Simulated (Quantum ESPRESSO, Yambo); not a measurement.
**LiH (Fm-3m): G0W0 in Yambo against the screening cutoff**

Aim: move the screening cutoff of a G0W0 run on LiH (Fm-3m) over a wide range.

Program: Yambo 5.3.0. Level of theory: PBE and many-body steps on it, plane waves. Results are calculated unless marked as measured.

The database entry behind the starting cell differs from later determinations by our own check (the deuteride, about 0.2 % short), so it need not match the best structure at ambient conditions.

## (1) Set-up

The structure is cubic, space group Fm-3m (No. 225). Conventional cell: a = 4.074 Å, b = 4.074 Å, c = 4.074 Å, α = 90.00°, β = 90.00°, γ = 90.00°. Nearest to Li lie 6 H at 2.04 Å. Nearest to H lie 6 Li at 2.04 Å. Farther neighbours are not listed.

Structure file:

```xyz
2
Lattice="0.0000 2.0368 2.0368 2.0368 0.0000 2.0368 2.0368 2.0368 0.0000" Properties=species:S:1:pos:R:3 pbc="T T T"
Li    0.0000    0.0000    0.0000
H     2.0368    2.0368    2.0368
```

The cell and positions come from the Crystallography Open Database and are kept as given unless a step says otherwise.

## (2) 3.25 Ha

This step: Yambo 5.3.0; G0W0 on PBE, plane waves, norm-conserving pseudopotentials.

Now the one-shot GW correction: screening in the RPA, then the self-energy of the levels asked for.

File gw7.in:

```
HF_and_locXC
gw0
dyson
ppa
em1d
rim_cut
RandQpts= 1000000
RandGvec= 1 RL
EXXRLvcs= 66 Ry
VXCRLvcs= 264 Ry
Chimod= "HARTREE"
% BndsRnXp
 1 | 52 |
%
NGsBlkXp= 6.5 Ry
% LongDrXp
 1 | 1 | 1 |
%
% GbndRnge
 1 | 52 |
%
DysSolver= "n"
ExtendOut
PPAPntXp= 27.21138 eV
% QPkrange
 7 | 7 | 1 | 4 |
 1 | 1 | 1 | 4 |
%
```

Run with:

```
$ OMP_NUM_THREADS=1 mpirun -n 8 yambo -F gw7.in -J gw7 -C gw7 > gw7.log
```

What it wrote:

```text
 Yambo, version 5.3.0

 [02] CORE Variables Setup
 =========================

  [... cell, symmetries and grids as in the set-up ...]

  [02.05] Energies & Occupations
  ==============================

  [X] === General ===
  [X] Electronic Temperature                        :  0.000000  0.000000 [eV K]
  [X] Bosonic    Temperature                        :  0.000000  0.000000 [eV K]
  [X] Finite Temperature mode                       : no
  [X] El. density                                   :  0.23671E+24 [cm-3]
  [X] Fermi Level                                   :  0.392907 [eV]

  [X] === Gaps and Widths ===
  [X] Conduction Band Min                           :  3.022039 [eV]
  [X] Valence Band Max                              :  0.000000 [eV]
  [X] Filled Bands                                  :  2
  [X] Empty Bands                                   :    3  201
  [X] Direct Gap                                    :  3.022039 [eV]
  [X] Direct Gap localized at k                     :   7
  [X] Indirect Gap                                  :  3.022039 [eV]
  [X] Indirect Gap between kpts                     :   7   7
  [X] Last valence band width                       :  5.253733 [eV]
  [X] 1st conduction band width                     :  12.45368 [eV]

 [03] Transferred momenta grid and indexing
 ==========================================

 IBZ Q-points                                      :   8
 BZ  Q-points                                      :   64

 K/Q-points units:
 rlu = crystal or reduced units; cc = cartesian coordinates; iku = interal k-units

 Q [1]          [rlu]:  0.000000  0.000000  0.000000
 Q [2]          [rlu]:  0.25023E-16 -0.27323E-17  0.25000
 Q [3]          [rlu]: -0.97931E-17 -0.97931E-17 -0.50000
 Q [4]          [rlu]:  0.25254E-17  0.25000      0.25000
 Q [5]          [rlu]:  0.62764E-17  0.25000      0.50000
 Q [6]          [rlu]: -0.97931E-17  0.25000     -0.25000
 Q [7]          [rlu]: -0.50507E-17 -0.50000     -0.50000
 Q [8]          [rlu]:  0.250000 -0.500000 -0.250000

 [04] Coloumb potential Random Integration (RIM)
 ===============================================

  [04.01] RIM initialization
  ==========================

  * Diagonal components only detected *

  8 x (sBL volume)        :  0.271900 [a.u.]
  sBZ random points       :  1000000
  Points outside the sBZ  :   7987327
  RL volume               :  2.175203 [a.u.]
  Integrated volume       :  2.178654 [a.u.]

  [04.02] RIM integrals
  =====================

  Gamma point sphere radius             :  0.117513 [a.u.]
  Points outside the sphere             :   799513
  [Int_sBZ(q=0) 1/q^2]*(Vol_sBZ)^(-1/3) =:  7.764325
                                 should be <:  7.795600

  Summary of Coulomb integrals for non-metallic bands |Q|[au] RIM/Bare

  Q [1] 0.100000E-4 0.995988 * Q [2] 0.353439 1.066317
  Q [4] 0.408116 1.065091 * Q [6] 0.577163 1.027759
  Q [5] 0.676783 1.020584 * Q [3] 0.706877 1.018268
  Q [7] 0.816231 1.014689 * Q [8] 0.912574 1.011648

 [WARNING] [Xp] User bands 1-52 break level degeneracy

 [05] Dipoles
 ============

  [05.01] Setup: observables and procedures
  =========================================

 [06] Dynamic Dielectric Matrix (PPA)
 ====================================

 [SLK-Inversion]  Pools        :  2
 [SLK-Inversion]  BLACS grid   :  2  2

 [WR./gw7//ndb.pp]---------------------------------------------------------------
  Brillouin Zone Q/K grids (IBZ/BZ)                :    8   64    8   64
  RL vectors                                       :  1411 [WF]
  Coulomb cutoff potential                         : none
  Electronic Temperature                           :  0.000000 [K]
  Bosonic    Temperature                           :  0.000000 [K]
  PPA    diel. fun.  energies                      : Perdew, Burke & Ernzerhof(X)+Perdew, Burke & Ernzerhof(C)
  wavefunctions                                    : Perdew, Burke & Ernzerhof(X)+Perdew, Burke & Ernzerhof(C)
  Global Gauge                                     : length
  X matrix size                                    :   51
  X band range                                     :    1   52
  X e/h energy range                               : -1.000000 -1.000000 [eV]
  X Time ordering                                  : R
  X Hxc Kernel                                     : HARTREE
  X Drude frequency                                :  0.000000  0.000000
  X poles                                          :  100.0000 [o/o]
  RL vectors in the sum                            :  1411
  [r,Vnl] included                                 : yes
  Field direction                                  :  0.577350E-5  0.577350E-5  0.577350E-5
  BZ energy Double Grid                            : no
  BZ energy DbGd points                            : 0
  BZ Q point size factor                           : -1.000000
  X Optical Averaged directions                    : none

 [07] Local Exchange-Correlation + Non-Local Fock
 ================================================

 [VXC] Plane waves :   8363
 [EXS] Plane waves :  1067

 QP @ state[ 1 ] K range:  1  1
 QP @ state[ 1 ] b range:   1   4
 QP @ state[ 2 ] K range:   7   7
 QP @ state[ 2 ] b range:   1   4

 [xc] Functional : Perdew, Burke & Ernzerhof(X)+Perdew, Burke & Ernzerhof(C)
 [xc] LIBXC used to calculate xc functional

 [xc] E_xc :  -2.053911 [Ha]
      E_xc :  -4.107821 [Ry]

  Local XC kind (lXC) : Perdew, Burke & Ernzerhof(X)+Perdew, Burke & Ernzerhof(C)
  Non-Local XC kind (nlXC) : Hartree-Fock

  Corrections @ K [1] :  [eV]
 <1|nlXC|1> = -39.57183 -0.40338E-16 <1|lXC|1> = -25.62472 -0.38001E-15
 <2|nlXC|2> = -15.46464 -0.30340E-16 <2|lXC|2> = -9.916689 -0.49055E-19
 <3|nlXC|3> = -4.681092  0.48624E-17 <3|lXC|3> = -11.72368  0.18876E-15
 <4|nlXC|4> = -2.441032 -0.11792E-18 <4|lXC|4> = -8.959286  0.56644E-15

  Corrections @ K [7] :  [eV]
 <1|nlXC|1> = -39.63252  0.11298E-16 <1|lXC|1> = -25.70721  0.19064E-15
 <2|nlXC|2> = -14.58667 -0.11841E-16 <2|lXC|2> = -11.31729  0.18881E-15
 <3|nlXC|3> = -3.557241  0.10215E-16 <3|lXC|3> = -7.636505  0.28322E-15
 <4|nlXC|4> = -2.661697  0.12106E-17 <4|lXC|4> = -8.228247  0.47212E-16

 [08] Dyson equation: Newton solver
 ==================================

  [08.01] G0W0 (W PPA)
  ====================

  [  GW  ] Bands range     :    1   52
  [GW/PPA] G damping       :  0.100000 [eV]

  QP @ state[ 1 ] K range:  1  1
  QP @ state[ 1 ] b range:   1   4
  QP @ state[ 2 ] K range:   7   7
  QP @ state[ 2 ] b range:   1   4

   Sc/G bands                                       :    1   52
   Sc/G damping                                     :  0.100000 ev
   Sc bands terminator                              : no
   Sx RL components                                 :  1067

   QP @ state[ 1 ] K range                          :  1  1
   QP @ state[ 1 ] b range                          :   1   4
   QP @ state[ 2 ] K range                          :   7   7
   QP @ state[ 2 ] b range                          :   1   4
   GF energies kind                                 : Perdew, Burke & Ernzerhof(X)+Perdew, Burke & Ernzerhof(C)
   GF WF`s kind                                     : Perdew, Burke & Ernzerhof(X)+Perdew, Burke & Ernzerhof(C)
   Xs energies kind                                 : Perdew, Burke & Ernzerhof(X)+Perdew, Burke & Ernzerhof(C)
   Xs WF`s kind                                     : Perdew, Burke & Ernzerhof(X)+Perdew, Burke & Ernzerhof(C)

 [11] Game Over & Game summary
```

The job ended after 3.7 s (8 MPI ranks of Arm Neoverse V1, shared host; peak memory 1.9 GiB).

Numbers from this step:

```
G0W0 gap on the points computed              : 4.724 eV
starting gap on the mesh                     : 3.022 eV
k of the valence top                         : 0, -0.5, -0.5
k of the conduction bottom                   : 0, -0.5, -0.5
least direct G0W0 gap on the computed points : 4.724 eV
Z at the valence top                         : 0.7783
Z at the conduction bottom                   : 0.8133
```

The gap on the mesh goes from 3.02 eV to 4.72 eV, a correction of +1.70 eV.

## (3) 5.25 Ha

gw8.in, as its differences from gw7.in of step 2:

```diff
@@ -14,3 +14,3 @@
 %
-NGsBlkXp= 6.5 Ry
+NGsBlkXp= 10.5 Ry
 % LongDrXp
```

Run with:

```
$ OMP_NUM_THREADS=1 mpirun -n 8 yambo -F gw8.in -J gw8 -C gw8 > gw8.log
```

What it wrote:

```text
 Yambo, version 5.3.0

 [02] CORE Variables Setup
 =========================

  [... cell, symmetries and grids as in the set-up ...]

  [02.05] Energies & Occupations
  ==============================

  [X] === General ===
  [X] Electronic Temperature                        :  0.000000  0.000000 [eV K]
  [X] Bosonic    Temperature                        :  0.000000  0.000000 [eV K]
  [X] Finite Temperature mode                       : no
  [X] El. density                                   :  0.23671E+24 [cm-3]
  [X] Fermi Level                                   :  0.392907 [eV]

  [X] === Gaps and Widths ===
  [X] Conduction Band Min                           :  3.022039 [eV]
  [X] Valence Band Max                              :  0.000000 [eV]
  [X] Filled Bands                                  :  2
  [X] Empty Bands                                   :    3  201
  [X] Direct Gap                                    :  3.022039 [eV]
  [X] Direct Gap localized at k                     :   7
  [X] Indirect Gap                                  :  3.022039 [eV]
  [X] Indirect Gap between kpts                     :   7   7
  [X] Last valence band width                       :  5.253733 [eV]
  [X] 1st conduction band width                     :  12.45368 [eV]

 [03] Transferred momenta grid and indexing
 ==========================================

 IBZ Q-points                                      :   8
 BZ  Q-points                                      :   64

 K/Q-points units:
 rlu = crystal or reduced units; cc = cartesian coordinates; iku = interal k-units

 Q [1]          [rlu]:  0.000000  0.000000  0.000000
 Q [2]          [rlu]:  0.25023E-16 -0.27323E-17  0.25000
 Q [3]          [rlu]: -0.97931E-17 -0.97931E-17 -0.50000
[...]
QP @ state[ 2 ] K range:   7   7
 QP @ state[ 2 ] b range:   1   4

 [xc] Functional : Perdew, Burke & Ernzerhof(X)+Perdew, Burke & Ernzerhof(C)
 [xc] LIBXC used to calculate xc functional

 [xc] E_xc :  -2.053911 [Ha]
      E_xc :  -4.107821 [Ry]

  Local XC kind (lXC) : Perdew, Burke & Ernzerhof(X)+Perdew, Burke & Ernzerhof(C)
  Non-Local XC kind (nlXC) : Hartree-Fock

  Corrections @ K [1] :  [eV]
 <1|nlXC|1> = -39.57183 -0.40338E-16 <1|lXC|1> = -25.62472 -0.38001E-15
 <2|nlXC|2> = -15.46464 -0.30340E-16 <2|lXC|2> = -9.916689 -0.49055E-19
 <3|nlXC|3> = -4.681092  0.48624E-17 <3|lXC|3> = -11.72368  0.18876E-15
[...]
Corrections @ K [7] :  [eV]
[...]
<3|nlXC|3> = -3.557241  0.10215E-16 <3|lXC|3> = -7.636505  0.28322E-15
 <4|nlXC|4> = -2.661697  0.12106E-17 <4|lXC|4> = -8.228247  0.47212E-16

 [08] Dyson equation: Newton solver
 ==================================

  [08.01] G0W0 (W PPA)
  ====================

  [  GW  ] Bands range     :    1   52
  [GW/PPA] G damping       :  0.100000 [eV]

  QP @ state[ 1 ] K range:  1  1
  QP @ state[ 1 ] b range:   1   4
  QP @ state[ 2 ] K range:   7   7
  QP @ state[ 2 ] b range:   1   4

   Sc/G bands                                       :    1   52
   Sc/G damping                                     :  0.100000 ev
   Sc bands terminator                              : no
   Sx RL components                                 :  1067

   QP @ state[ 1 ] K range                          :  1  1
   QP @ state[ 1 ] b range                          :   1   4
   QP @ state[ 2 ] K range                          :   7   7
   QP @ state[ 2 ] b range                          :   1   4
   GF energies kind                                 : Perdew, Burke & Ernzerhof(X)+Perdew, Burke & Ernzerhof(C)
   GF WF`s kind                                     : Perdew, Burke & Ernzerhof(X)+Perdew, Burke & Ernzerhof(C)
   Xs energies kind                                 : Perdew, Burke & Ernzerhof(X)+Perdew, Burke & Ernzerhof(C)
   Xs WF`s kind                                     : Perdew, Burke & Ernzerhof(X)+Perdew, Burke & Ernzerhof(C)

 [11] Game Over & Game summary
```

It took 3.9 s on 8 MPI ranks; peak memory 1.9 GiB; 22 s of CPU time.

Numbers from this step:

```yaml
g0w0_gap_on_the_points_computed: 4.770 eV
starting_gap_on_the_mesh: 3.022 eV
k_of_the_valence_top: 0, -0.5, -0.5
k_of_the_conduction_bottom: 0, -0.5, -0.5
least_direct_g0w0_gap_on_the_computed_points: 4.770 eV
z_at_the_valence_top: 0.7775
z_at_the_conduction_bottom: 0.8133
```

Against the run before, the gap moves by +0.047 eV.

## (4) 10.5 Ha

gw9.in, as its differences from gw8.in of step 3:

```diff
@@ -14,3 +14,3 @@
 %
-NGsBlkXp= 10.5 Ry
+NGsBlkXp= 21 Ry
 % LongDrXp
```

Run with:

```
$ OMP_NUM_THREADS=1 mpirun -n 8 yambo -F gw9.in -J gw9 -C gw9 > gw9.log
```

What it wrote:

```text
 Yambo, version 5.3.0

 [02] CORE Variables Setup
 =========================

  [... cell, symmetries and grids as in the set-up ...]

  [02.05] Energies & Occupations
  ==============================

  [X] === General ===
  [X] Electronic Temperature                        :  0.000000  0.000000 [eV K]
  [X] Bosonic    Temperature                        :  0.000000  0.000000 [eV K]
  [X] Finite Temperature mode                       : no
  [X] El. density                                   :  0.23671E+24 [cm-3]
[...]
QP @ state[ 1 ] b range                          :   1   4
   QP @ state[ 2 ] K range                          :   7   7
   QP @ state[ 2 ] b range                          :   1   4
   GF energies kind                                 : Perdew, Burke & Ernzerhof(X)+Perdew, Burke & Ernzerhof(C)
   GF WF`s kind                                     : Perdew, Burke & Ernzerhof(X)+Perdew, Burke & Ernzerhof(C)
   Xs energies kind                                 : Perdew, Burke & Ernzerhof(X)+Perdew, Burke & Ernzerhof(C)
   Xs WF`s kind                                     : Perdew, Burke & Ernzerhof(X)+Perdew, Burke & Ernzerhof(C)

 [11] Game Over & Game summary
```

Run time: 7.5 s. Hardware: 8 MPI ranks; peak memory 2.1 GiB.

Numbers from this step:

| Property | Result |
| --- | --- |
| G0W0 gap on the points computed | 4.828 eV |
| starting gap on the mesh | 3.022 eV |
| k of the valence top | 0, -0.5, -0.5 |
| k of the conduction bottom | 0, -0.5, -0.5 |
| least direct G0W0 gap on the computed points | 4.828 eV |

Against the run before, the gap moves by +0.058 eV.

## (5) 13 Ha

gw10.in, as its differences from gw9.in of step 4:

```diff
@@ -14,3 +14,3 @@
 %
-NGsBlkXp= 21 Ry
+NGsBlkXp= 26 Ry
 % LongDrXp
```

Run with:

```
$ OMP_NUM_THREADS=1 mpirun -n 8 yambo -F gw10.in -J gw10 -C gw10 > gw10.log
```

What it wrote:

```text
 Yambo, version 5.3.0

 [02] CORE Variables Setup
 =========================

  [... cell, symmetries and grids as in the set-up ...]

  [02.05] Energies & Occupations
  ==============================

  [X] === General ===
  [X] Electronic Temperature                        :  0.000000  0.000000 [eV K]
  [X] Bosonic    Temperature                        :  0.000000  0.000000 [eV K]
  [X] Finite Temperature mode                       : no
  [X] El. density                                   :  0.23671E+24 [cm-3]
[...]
QP @ state[ 1 ] b range                          :   1   4
   QP @ state[ 2 ] K range                          :   7   7
   QP @ state[ 2 ] b range                          :   1   4
   GF energies kind                                 : Perdew, Burke & Ernzerhof(X)+Perdew, Burke & Ernzerhof(C)
   GF WF`s kind                                     : Perdew, Burke & Ernzerhof(X)+Perdew, Burke & Ernzerhof(C)
   Xs energies kind                                 : Perdew, Burke & Ernzerhof(X)+Perdew, Burke & Ernzerhof(C)
   Xs WF`s kind                                     : Perdew, Burke & Ernzerhof(X)+Perdew, Burke & Ernzerhof(C)

 [11] Game Over & Game summary
```

Elapsed: 13 s, on 8 MPI ranks; peak memory 2.1 GiB.

Numbers from this step:

- G0W0 gap on the points computed: 4.832 eV
- starting gap on the mesh: 3.022 eV
- k of the valence top: 0, -0.5, -0.5
- k of the conduction bottom: 0, -0.5, -0.5
- least direct G0W0 gap on the computed points: 4.832 eV

Against the run before, the gap moves by +0.004 eV.

## (6) 16.25 Ha

gw11.in, as its differences from gw10.in of step 5:

```diff
@@ -14,3 +14,3 @@
 %
-NGsBlkXp= 26 Ry
+NGsBlkXp= 32.5 Ry
 % LongDrXp
```

Run with:

```
$ OMP_NUM_THREADS=1 mpirun -n 8 yambo -F gw11.in -J gw11 -C gw11 > gw11.log
```

What it wrote:

```text
 Yambo, version 5.3.0

 [02] CORE Variables Setup
 =========================

  [... cell, symmetries and grids as in the set-up ...]

  [02.05] Energies & Occupations
  ==============================

  [X] === General ===
  [X] Electronic Temperature                        :  0.000000  0.000000 [eV K]
  [X] Bosonic    Temperature                        :  0.000000  0.000000 [eV K]
  [X] Finite Temperature mode                       : no
  [X] El. density                                   :  0.23671E+24 [cm-3]
[...]
QP @ state[ 1 ] b range                          :   1   4
   QP @ state[ 2 ] K range                          :   7   7
   QP @ state[ 2 ] b range                          :   1   4
   GF energies kind                                 : Perdew, Burke & Ernzerhof(X)+Perdew, Burke & Ernzerhof(C)
   GF WF`s kind                                     : Perdew, Burke & Ernzerhof(X)+Perdew, Burke & Ernzerhof(C)
   Xs energies kind                                 : Perdew, Burke & Ernzerhof(X)+Perdew, Burke & Ernzerhof(C)
   Xs WF`s kind                                     : Perdew, Burke & Ernzerhof(X)+Perdew, Burke & Ernzerhof(C)

 [11] Game Over & Game summary
```

Run time: 22 s. Hardware: 8 MPI ranks; peak memory 2.1 GiB.

Numbers from this step:

* G0W0 gap on the points computed: 4.834 eV
* starting gap on the mesh: 3.022 eV
* k of the valence top: 0, -0.5, -0.5
* k of the conduction bottom: 0, -0.5, -0.5
* least direct G0W0 gap on the computed points: 4.834 eV

Against the run before, the gap moves by +0.001 eV.

## (7) The runs together

Times are wall times on 8 MPI ranks of Arm Neoverse V1, shared host, good to a factor of about two.

| run | mesh | bands | screening cutoff (eV) | DFT gap (eV) | gap on the mesh (eV) | direct (eV) | time |
| --- | --- | --- | --- | --- | --- | --- | --- |
| 3.25 Ha | 4×4×4 | 52 | 88.4 | 3.022 | 4.724 | 4.724 | 3.7 s |
| 5.25 Ha | 4×4×4 | 52 | 142.9 | 3.022 | 4.770 | 4.770 | 3.9 s |
| 10.5 Ha | 4×4×4 | 52 | 285.7 | 3.022 | 4.828 | 4.828 | 7.5 s |
| 13 Ha | 4×4×4 | 52 | 353.7 | 3.022 | 4.832 | 4.832 | 13 s |
| 16.25 Ha | 4×4×4 | 52 | 442.2 | 3.022 | 4.834 | 4.834 | 22 s |

## (8) What came out

| Property | Result |
| --- | --- |
| 3.25 Ha | 4.724 eV |
| 5.25 Ha | 4.770 eV |
| 10.5 Ha | 4.828 eV |
| 13 Ha | 4.832 eV |
| 16.25 Ha | 4.834 eV |
| known limits | not at the basis limit; coarse k mesh |

The setting moved: screening cutoff. From 3.25 Ha to 16.25 Ha the gap moves by +0.11 eV, for 6.0 times the time. It holds to 0.03 eV from 10.5 Ha on. Bands and screening cutoff are coupled, so a series along one setting does not show full convergence. Bands and cutoff are finite, so the gap is not at the basis limit. The miss can reach some tenths of an eV and take either sign; the mesh is an error of its own. In the G0W0 runs levels were corrected at 2 k points alone, so a gap called «on the mesh» is the least over those, and an edge elsewhere would be missed. The 4×4×4 mesh is coarse for this cell, which bears on the long-range parts of exchange and screening.

[Paths, hosts, dates, memory and timing lines, banners, echoed tables and standing remarks are left out of the program output.]

[Logs are printed without paths, hosts, clocks, repeated set-up lines and the standing remarks that a program may print on its own settings, such as how far it seeks lower states.]

[Runs of the session that timed out or met a known fault of the program may be left out.]

[Hosts, paths, dates, database ids (printed as entryN), source tags and the programs' standing remarks are cut or masked in the printed files.]
